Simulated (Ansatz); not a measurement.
# Re (P6_3/mmc) in Ansatz: further runs, part 2 of 2

Ansatz 0.2.0. Earlier steps stand in the parts before.

### Step 3. Relaxation of cell and atoms, revPBE+D3(BJ)

File input.yaml:

```yaml
crystal:
  lattice:
    - [2.7608, 0.0, 0.0]
    - [-1.3804, 2.3909229348, 0.0]
    - [0.0, 0.0, 4.4582]
  atoms:
    - { symbol: Re, position: [0.6666666667, 0.3333333333, 0.75] }
    - { symbol: Re, position: [0.3333333333, 0.6666666667, 0.25] }
hamiltonian:
  xc: revpbe
  pseudopotentials: { kind: paw }
  dispersion: d3bj
kpoints:
  mp_grid: { grid: [11, 11, 6] }
scf:
  occupations: { method: fermi_dirac, width: 0.05 }
output:
  forces: true
  stress: true
relax:
  f_tol: 0.01
  max_steps: 40
  cell: { stress_tol: 0.05 }
```

Potentials or basis: Ansatz PAW.

Command:

```
$ ansatz run input.yaml --threads 2 --pin off --max-ram 5120MiB --backend cpu --events-out ev --progress --plain --runs-dir out
```

Output:

```text
Warning: RAYON_NUM_THREADS=2 ignored (pool sized by the plan → 2); use --threads N
Engine: ansatz 0.2.0, aarch64-unknown-linux-gnu
Pseudopotentials: kind: paw
Pseudopotential: Re, paw, valence charge 15, recommended cutoff 420 eV (normal), Re.paw.azcp
Functional definition: revPBE
  parameter kappa = 1.245
  parameter beta = 0.06672455060314922
  exchange = pbe_x(kappa = kappa, mu = beta*pi^2/3)
  correlation = pbe_c(beta = beta)
Crystal: 2 atoms, lattice volume = 29.428 Å³
Basis set: ecut = 420 eV, 573 PW (Γ), exchange–correlation on 40×40×60 points (8 copies of the dense FFT grid, shifted against one another)
Bands: 19, of which v1, the nominal top of the filled ones, is band 15 counted from 1 (14 counted from 0)
Symmetry: 24 space group operations
Space group: P63/mmc (ITA 194), of the structure as read, at distance tolerance 3.1e-5 Å
k-points: 64 of 726
Non-local potential: Re, projectors of the file, l = 0: 3, l = 1: 2, l = 2: 2, l = 3: 1
PAW form: soft (Blöchl's): semilocal exchange-correlation on the pseudo side does not see the compensation charge
PAW frozen core: Re, regenerated for the run's functional, and the local potential with it (the file was generated under x = pbe(κ = 0.804, μ = 0.2195149727645171), c = pbe(β = 0.06672455060314922))
PAW one-centre angular grid: Re, 590 points (default); XC on 64 Gauss nodes
Initial density: superposition of atomic densities (neutral atoms: chi_scale 0, normalization atom), corrected by the library's trained network
Initial wavefunctions: pseudopotential atomic-orbital guess
Functional: x = revpbe(κ = 1.245, μ = 0.2195149727645171), c = pbe(β = 0.06672455060314922)
SCF iter   1: F=—  HF=-21756.924144 eV  |F-HF|=—  |Δ(HF+E_count)|=         —  Δρ=7.84e-3  dr2=6.27e-3  ethr=1.77e-3  ⟨swp⟩=5.7  Hψ=5499  notcnv=0
preconditioner: auto → none  [metal: Δε(μ)=0.063 eV  Ē_g=6.111 eV  σ=0.050 eV  W_gap=0.30  n_scr=8 (ndim 8)  ℏωp=25.6 eV  f_vac=0.000  D(μ)=1.60/eV (n_scr^D=22)  sad-step TF]
SCF iter   2: F=—  HF=-21756.926830 eV  |F-HF|=—  |Δ(HF+E_count)|=   2.69e-3  Δρ=4.70e-3  dr2=2.36e-3  ethr=2.09e-5  ⟨swp⟩=1.4  Hψ=1849  notcnv=0
SCF iter   3: F=—  HF=-21756.928074 eV  |F-HF|=—  |Δ(HF+E_count)|=   1.24e-3  Δρ=2.41e-4  dr2=5.52e-6  ethr=7.88e-6  ⟨swp⟩=2.1  Hψ=1674  notcnv=0
SCF iter   4: F=—  HF=-21756.928020 eV  |F-HF|=—  |Δ(HF+E_count)|=   5.32e-5  Δρ=4.30e-5  dr2=2.44e-7  ethr=1.84e-8  ⟨swp⟩=2.1  Hψ=2038  notcnv=0
iter 5 did not close the SCF: its close was put off for the readings that it lacked (scf_convergence_deferred on its scf_iter line)
SCF iter   5: F=-21756.928020 eV  HF=-21756.928020 eV  |F-HF|=4.89e-9  |Δ(HF+E_count)|=   1.06e-9  Δρ=8.32e-6  dr2=1.30e-8  ethr=8.14e-10  ⟨swp⟩=2.9  Hψ=2256  notcnv=0
SCF iter   6: F=-21756.928020 eV  HF=-21756.928020 eV  |F-HF|=6.91e-11  |Δ(HF+E_count)|=   1.94e-9  Δρ=2.52e-6  dr2=5.51e-10  ethr=4.33e-11  ⟨swp⟩=2.0  Hψ=4008  notcnv=0
SCF 1 converged in 6 iterations: F = -21756.928020 eV  dr2 = 5.51e-10
relax step   1: F+E_penalty+E_count = -21756.92802047 eV  Δ(F+E_penalty+E_count) = +0.000e0 eV  max|allowed force component| = 7.401e-17 eV/Å  Δτ_max = 0.0000 Å  P = -4.494 GPa  Ω = 29.428 Å³  (6 SCF iters, dr2 threshold 1.00e-7 eV, accepted)
Crystal: 2 atoms, lattice volume = 28.227 Å³
Basis set: ecut = 420 eV, 549 PW (Γ), exchange–correlation on 40×40×60 points (8 copies of the dense FFT grid, shifted against one another)
Initial density: handed on by an earlier stage of this run
Initial wavefunctions: those handed on with the density
iter 1 solved again at ethr=6.57e-7 eV; its pass at ethr=3.10e-3 eV (dr2=1.97e-4 eV) is discarded
SCF iter   1: F=—  HF=-21756.902221 eV  |F-HF|=—  |Δ(HF+E_count)|=         —  Δρ=1.46e-3  dr2=2.30e-4  ethr=6.57e-7  ⟨swp⟩=2.0  Hψ=7689  notcnv=0
preconditioner: auto → none  [metal: Δε(μ)=0.044 eV  Ē_g=6.443 eV  σ=0.050 eV  W_gap=0.21  n_scr=8 (ndim 8)  ℏωp=26.2 eV  f_vac=0.000  D(μ)=1.47/eV (n_scr^D=22)]
SCF iter   2: F=—  HF=-21756.902382 eV  |F-HF|=—  |Δ(HF+E_count)|=   1.61e-4  Δρ=7.00e-4  dr2=4.23e-5  ethr=6.57e-7  ⟨swp⟩=1.6  Hψ=1431  notcnv=0
SCF iter   3: F=—  HF=-21756.902385 eV  |F-HF|=—  |Δ(HF+E_count)|=   3.56e-6  Δρ=6.91e-5  dr2=5.70e-7  ethr=1.41e-7  ⟨swp⟩=2.6  Hψ=2119  notcnv=0
iter 4 did not close the SCF: its close was put off for the readings that it lacked (scf_convergence_deferred on its scf_iter line)
SCF iter   4: F=-21756.902386 eV  HF=-21756.902386 eV  |F-HF|=3.49e-9  |Δ(HF+E_count)|=   2.05e-7  Δρ=6.98e-6  dr2=8.19e-9  ethr=1.90e-9  ⟨swp⟩=2.4  Hψ=1949  notcnv=0
[... 31 lines left out ...]
Initial wavefunctions: pseudopotential atomic-orbital guess (no wavefunctions were taken with the density)
iter 1 solved again at ethr=1.20e-8 eV; its pass at ethr=3.10e-3 eV (dr2=3.61e-6 eV) is discarded
SCF iter   1: F=—  HF=-21756.933030 eV  |F-HF|=—  |Δ(HF+E_count)|=         —  Δρ=5.73e-5  dr2=1.35e-7  ethr=1.20e-8  ⟨swp⟩=3.7  Hψ=8766  notcnv=0
SCF iter   2: F=—  HF=-21756.932970 eV  |F-HF|=—  |Δ(HF+E_count)|=   6.01e-5  Δρ=2.66e-5  dr2=2.52e-8  ethr=4.50e-10  ⟨swp⟩=2.7  Hψ=2182  notcnv=0
SCF iter   3: F=—  HF=-21756.932970 eV  |F-HF|=—  |Δ(HF+E_count)|=   1.24e-8  Δρ=2.63e-6  dr2=3.81e-10  ethr=8.41e-11  ⟨swp⟩=2.2  Hψ=2143  notcnv=0
SCF iter   4: F=—  HF=-21756.932970 eV  |F-HF|=—  |Δ(HF+E_count)|=  4.26e-10  Δρ=4.99e-7  dr2=2.12e-11  ethr=1.27e-12  ⟨swp⟩=2.3  Hψ=2133  notcnv=0
iter 5 did not close the SCF: its close was put off for the readings that it lacked (scf_convergence_deferred on its scf_iter line)
SCF iter   5: F=-21756.932970 eV  HF=-21756.932970 eV  |F-HF|=0.00e0  |Δ(HF+E_count)|=  1.09e-11  Δρ=3.52e-8  dr2=9.81e-14  ethr=1.00e-12  ⟨swp⟩=1.0  Hψ=1216  notcnv=0
iter 6 did not close the SCF: its close was put off for the readings that it lacked (scf_convergence_deferred on its scf_iter line)
SCF iter   6: F=-21756.932970 eV  HF=-21756.932970 eV  |F-HF|=0.00e0  |Δ(HF+E_count)|=  3.64e-12  Δρ=8.37e-9  dr2=6.84e-15  ethr=1.00e-12  ⟨swp⟩=1.0  Hψ=1216  notcnv=0
iter 7 did not close the SCF: its close was put off for the readings that it lacked (scf_convergence_deferred on its scf_iter line)
SCF iter   7: F=-21756.932970 eV  HF=-21756.932970 eV  |F-HF|=1.46e-11  |Δ(HF+E_count)|=    0.00e0  Δρ=9.18e-10  dr2=1.78e-16  ethr=1.00e-12  ⟨swp⟩=1.0  Hψ=1216  notcnv=0
iter 8 did not close the SCF: its close was put off for the readings that it lacked (scf_convergence_deferred on its scf_iter line)
SCF iter   8: F=-21756.932970 eV  HF=-21756.932970 eV  |F-HF|=7.28e-12  |Δ(HF+E_count)|=  3.64e-12  Δρ=1.75e-10  dr2=2.48e-18  ethr=1.00e-12  ⟨swp⟩=1.0  Hψ=1216  notcnv=0
SCF iter   9: F=-21756.932970 eV  HF=-21756.932970 eV  |F-HF|=3.64e-12  |Δ(HF+E_count)|=  7.28e-12  Δρ=5.98e-11  dr2=2.58e-19  ethr=1.00e-12  ⟨swp⟩=1.0  Hψ=2690  notcnv=0
SCF 5 converged in 9 iterations: F = -21756.932970 eV  dr2 = 2.58e-19
relax step   5: F+E_penalty+E_count = -21756.93296994 eV  Δ(F+E_penalty+E_count) = +4.270e-4 eV  max|allowed force component| = 8.558e-17 eV/Å  Δτ_max = 0.0000 Å  P = +0.006 GPa  Ω = 29.079 Å³  stress off target by 7.45e-3 GPa  SCF on the basis re-selected at this cell (its energy is not comparable with the rows above)  (9 SCF iters)
basis re-selected at this cell: Δ(F+E_penalty+E_count) = +4.270e-4 eV, ΔP = +0.001 GPa vs the last step (what re-selecting the basis moved, of the pressure what is left beyond the Pulay correction that the steps carried, after the strain that the cell walked since its last selection, with what the two solves' SCF thresholds leave and, on support functions, any second-order correction that the steps lacked; it is no measure of the basis error at this ecutwfc). This SCF's stress stands 7.45e-3 GPa from its target on what of the cell is left free (relax.cell.stress_tol is 5.00e-2 GPa) and its largest allowed force component is 8.56e-17 eV/Å (relax.f_tol is 1.00e-2 eV/Å): within both
SCF converged after 9 iterations
Free energy (F): -21756.932970 eV
Harris-Foulkes:  -21756.932970 eV  (|F-HF|=3.64e-12)
Internal energy: -21756.919518 eV  (E = F + TS)
E sigma→0 (E₀):  -21756.926244 eV
Entropy (-TS):   -0.013451 eV (-6.726 meV/atom)
Fermi energy:    24.391198 eV
--- Per-component energies (eV) ---
  E_band       = -131.916467
  E_kinetic    = 1084.780281
  E_local      = -1494.188357  (includes V_loc(G=0)·N_el)
  E_nonlocal   = 95.749017
  E_hartree    = 538.451203
  E_xc         = -809.605517
  E_vxc        = -609.097420  (∫ρ·V_xc dr)
  E_paw        = -17335.863645  (= ΣΔE_a)
  E_vpaw       = -286.062246  (= ΣTr[D̂ρ^β])
  E_aug_tail   = -0.000149  (compensation charges beyond the density's cutoff)
  E_ewald      = -3833.807051
  E_disp       = -2.408705  (pairwise vdW)
  E_core_change = -0.026596  (= ΣΔE_core)
  E_smearing   = -0.013451  (= −TS)
  E_closure    = 0.000000  (closes the sum)
  Σ components = -21756.932970   (vs F -21756.932970, Δ=0.00e0)
--- Forces (eV/Å), atoms counted from 1 ---
  atom   1  Re     0.00000000    -0.00000000     0.00000000
  atom   2  Re     0.00000000     0.00000000    -0.00000000
  max |Σ_I F_I| component: 9.25e-18 eV/Å
--- Stress (GPa, compression-positive) ---
        0.005256       0.000000      -0.000000
        0.000000       0.005256      -0.000000
       -0.000000      -0.000000       0.007446
  P = ⅓ Tr σ = 0.0060 GPa (0.060 kbar)
--- Relaxed structure (4 steps of the walk, 3 accepted, 1 SCFs on fresh bases) ---
  F+E_penalty+E_count = -21756.93296994 eV   max|allowed force component| = 8.558e-17 eV/Å   (the final SCF, on the basis selected at the relaxed cell)
  cell:  # Å, volume = 29.0794 Å³
    - [2.7488541613718684, 0.0, -1.779627796252344e-33]
    - [-1.3744270806859342, 2.3805775350466063, -6.01672760746841e-34]
    - [-2.132160649409503e-33, -2.7810791079254387e-33, 4.44376387221082]
  atoms:
    - { symbol: Re, position: [0.6666666666666666, 0.3333333333333333, 0.7499999999999999] }
    - { symbol: Re, position: [0.3333333333333333, 0.6666666666666666, 0.24999999999999997] }
```

Wall time 4.3 s (2 threads of Arm Neoverse V1, shared host); peak memory 0.3 GiB.

Results:

- Free energy: -21756.9330 eV
- Relaxed volume: 14.54 Å³/atom
- Relaxed cell: a = 2.749 Å, b = 2.749 Å, c = 4.444 Å, α = 90.00°, β = 90.00°, γ = 120.00°
- Space group after relaxing (to 0.05 Å): P6_3/mmc (No. 194)
- Energy gained by relaxing: 2.5 meV/atom
- Ionic steps: 4
- Pressure after relaxing: 0.0 GPa

The path:
```
step  energy change (eV)  largest force (eV/Å)  volume (Å³)
   1              0.0000                0.0000        29.43
   2             -0.0053                0.0000        29.10
   3             -0.0054                0.0000        29.08
   4             -0.0050                0.0000        29.08
```

Final structure:
```xyz
2
Lattice="2.7489 0.0000 0.0000 -1.3744 2.3806 0.0000 0.0000 0.0000 4.4438" Properties=species:S:1:pos:R:3 pbc="T T T"
Re    1.3744    0.7935    3.3328
Re    0.0000    1.5871    1.1109
```

Caveat: the plane-wave basis is chosen anew once the cell has moved, so the energies of steps on either side of that aren't comparable; the PAW data sets come from PBE, with cores solved anew for the run's functional, which leaves a small shift of forces and pressure.
